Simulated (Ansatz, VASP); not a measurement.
## AlN: VASP beside Ansatz

```
Al N
1.0
     3.11100    0.00000    0.00000
    -1.55550    2.69421    0.00000
     0.00000    0.00000    5.07756
Al N
2 2
Direct
  0.33333 0.66667 0.00000
  0.66667 0.33333 0.50000
  0.33333 0.66667 0.38500
  0.66667 0.33333 0.88500
```

Change from the starting cell: zz strain of +2 %.

Alike in both runs: task single point; functional PBEsol; k mesh 11 × 11 × 6; occupations fermi-dirac, width 0.02 eV; no spin polarisation.

|  | VASP | Ansatz |
| --- | --- | --- |
| version | VASP 6.6.1 | Ansatz 0.2.0 |
| potentials or method | VASP PAW PBE potentials, release 64 (Al, N), cutoff 520 eV | all-electron LAPW, scalar-relativistic |

VASP gave:

```
gap on the k mesh at the Fermi level (eV)       : 3.96
pressure (GPa)                                  : -3.0
largest component of the traceless stress (GPa) : 5.78
rms of the force components (eV/Å)              : 0.209
```

Problem. Which values does Ansatz return?

Solution. gap on the k mesh at the Fermi level (eV): 3.95; pressure (GPa): -3.0; largest component of the traceless stress (GPa): 5.69; rms of the force components (eV/Å): 0.206.

Atom by atom the forces differ by 0.003 eV/Å (rms over components). Ansatz ran all-electron here, so the differences hold the error of VASP's frozen core and of both bases.

Caveats: the PAW data sets were made with another functional, which shifts forces and pressure a little (VASP); an odd mesh through Γ misses points on the zone boundary, where band edges often lie.
